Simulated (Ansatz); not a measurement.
# Be27S26: the cost of one run

Method: DFT, PBE, plane-wave PAW, default files, scalar-relativistic, as far as a step names no other, in Ansatz 0.2.0.

**1. Starting point**

The structure is cubic, space group F-43m (No. 216). Conventional cell: a = 14.611 Å, b = 14.611 Å, c = 14.611 Å, α = 90.00°, β = 90.00°, γ = 90.00°. Be (site symmetry 3m) has 3 S at 2.11 Å as nearest neighbours. Around Be (site symmetry 2mm) lie 4 S at 2.11 Å. Be (site symmetry m) is surrounded by 4 S at 2.11 Å. Be (site symmetry -43m) is surrounded by 4 S at 2.11 Å. Be (site symmetry 3m) is surrounded by 4 S at 2.11 Å. S (site symmetry m) has 4 Be at 2.11 Å as nearest neighbours. S (site symmetry 3m) has 4 Be at 2.11 Å as nearest neighbours. Only part of the 9 independent sites is listed.

Structure file:

```cif
data_structure
_symmetry_space_group_name_H-M 'F-43m'
_symmetry_Int_Tables_number 216
_cell_length_a 14.6109
_cell_length_b 14.6109
_cell_length_c 14.6109
_cell_angle_alpha 90.000
_cell_angle_beta 90.000
_cell_angle_gamma 90.000
_cell_volume 3119.12
loop_
_atom_site_label
_atom_site_type_symbol
_atom_site_symmetry_multiplicity
_atom_site_Wyckoff_symbol
_atom_site_fract_x
_atom_site_fract_y
_atom_site_fract_z
_atom_site_occupancy
Be1 Be 16 e 0.41667 0.08333 0.41667 1
Be2 Be 24 g 0.75000 0.08333 0.75000 1
Be3 Be 48 h 0.25000 0.41667 0.58333 1
Be4 Be 4 d 0.75000 0.25000 0.25000 1
Be5 Be 16 e 0.08333 0.08333 0.41667 1
S1 S 48 h 0.66667 0.50000 0.16667 1
S2 S 16 e 0.83333 0.33333 0.16667 1
S3 S 16 e 0.16667 0.16667 0.33333 1
S4 S 24 f 0.00000 0.16667 0.50000 1
```

The vacant site is at (0.083, 0.083, 0.083) in fractional coordinates of the input's cell.

**2. Gradients at the starting positions**

Contents of input.yaml:

```yaml
crystal:
  lattice:
    - [0.0, 7.3054549467, 7.3054549467]
    - [7.3054549467, 0.0, 7.3054549467]
    - [7.3054549467, 7.3054549467, 0.0]
  atoms:
    - { symbol: Be, position: [0.0, 0.0, 0.0] }
    - { symbol: Be, position: [0.0, 0.0, 0.3333333333] }
    - { symbol: Be, position: [0.0, 0.0, 0.6666666667] }
    - { symbol: Be, position: [0.0, 0.3333333333, 0.0] }
    - { symbol: Be, position: [0.0, 0.3333333333, 0.3333333333] }
    - { symbol: Be, position: [0.0, 0.3333333333, 0.6666666667] }
    - { symbol: Be, position: [0.0, 0.6666666667, 0.0] }
    - { symbol: Be, position: [0.0, 0.6666666667, 0.3333333333] }
    - { symbol: Be, position: [0.0, 0.6666666667, 0.6666666667] }
    - { symbol: Be, position: [0.3333333333, 0.0, 0.0] }
    - { symbol: Be, position: [0.3333333333, 0.0, 0.3333333333] }
    - { symbol: Be, position: [0.3333333333, 0.0, 0.6666666667] }
    - { symbol: Be, position: [0.3333333333, 0.3333333333, 0.0] }
    - { symbol: Be, position: [0.3333333333, 0.3333333333, 0.3333333333] }
    - { symbol: Be, position: [0.3333333333, 0.3333333333, 0.6666666667] }
    - { symbol: Be, position: [0.3333333333, 0.6666666667, 0.0] }
    - { symbol: Be, position: [0.3333333333, 0.6666666667, 0.3333333333] }
    - { symbol: Be, position: [0.3333333333, 0.6666666667, 0.6666666667] }
    - { symbol: Be, position: [0.6666666667, 0.0, 0.0] }
    - { symbol: Be, position: [0.6666666667, 0.0, 0.3333333333] }
    - { symbol: Be, position: [0.6666666667, 0.0, 0.6666666667] }
    - { symbol: Be, position: [0.6666666667, 0.3333333333, 0.0] }
    - { symbol: Be, position: [0.6666666667, 0.3333333333, 0.3333333333] }
    - { symbol: Be, position: [0.6666666667, 0.3333333333, 0.6666666667] }
    - { symbol: Be, position: [0.6666666667, 0.6666666667, 0.0] }
    - { symbol: Be, position: [0.6666666667, 0.6666666667, 0.3333333333] }
    - { symbol: Be, position: [0.6666666667, 0.6666666667, 0.6666666667] }
    - { symbol: S, position: [0.0833333333, 0.0833333333, 0.4166666667] }
    - { symbol: S, position: [0.0833333333, 0.0833333333, 0.75] }
    - { symbol: S, position: [0.0833333333, 0.4166666667, 0.0833333333] }
    - { symbol: S, position: [0.0833333333, 0.4166666667, 0.4166666667] }
    - { symbol: S, position: [0.0833333333, 0.4166666667, 0.75] }
    - { symbol: S, position: [0.0833333333, 0.75, 0.0833333333] }
    - { symbol: S, position: [0.0833333333, 0.75, 0.4166666667] }
    - { symbol: S, position: [0.0833333333, 0.75, 0.75] }
    - { symbol: S, position: [0.4166666667, 0.0833333333, 0.0833333333] }
    - { symbol: S, position: [0.4166666667, 0.0833333333, 0.4166666667] }
    - { symbol: S, position: [0.4166666667, 0.0833333333, 0.75] }
    - { symbol: S, position: [0.4166666667, 0.4166666667, 0.0833333333] }
    - { symbol: S, position: [0.4166666667, 0.4166666667, 0.4166666667] }
    - { symbol: S, position: [0.4166666667, 0.4166666667, 0.75] }
    - { symbol: S, position: [0.4166666667, 0.75, 0.0833333333] }
    - { symbol: S, position: [0.4166666667, 0.75, 0.4166666667] }
    - { symbol: S, position: [0.4166666667, 0.75, 0.75] }
    - { symbol: S, position: [0.75, 0.0833333333, 0.0833333333] }
    - { symbol: S, position: [0.75, 0.0833333333, 0.4166666667] }
    - { symbol: S, position: [0.75, 0.0833333333, 0.75] }
    - { symbol: S, position: [0.75, 0.4166666667, 0.0833333333] }
    - { symbol: S, position: [0.75, 0.4166666667, 0.4166666667] }
    - { symbol: S, position: [0.75, 0.4166666667, 0.75] }
    - { symbol: S, position: [0.75, 0.75, 0.0833333333] }
    - { symbol: S, position: [0.75, 0.75, 0.4166666667] }
    - { symbol: S, position: [0.75, 0.75, 0.75] }
total_charge: 2
kpoints:
  mp_grid: { grid: [2, 2, 2] }
scf:
  occupations: { method: fermi_dirac, width: 0.01 }
hamiltonian:
  xc: pbe
  pseudopotentials: { kind: paw }
output:
  forces: true
  stress: true
  populations: true
  efg:
    quadrupole_moments_barn: { Be: 0.05288, S: -0.0694 }
    contact_densities: true
```

On the command line:

```
ansatz run input.yaml --threads 1 --pin off --max-ram 3072MiB --backend cpu --events-out ev --progress --plain --runs-dir out
```

What time and memory should one allow on 1 thread of Arm Neoverse V2, shared host?

About 44 s, with a peak of 1.2 GiB.
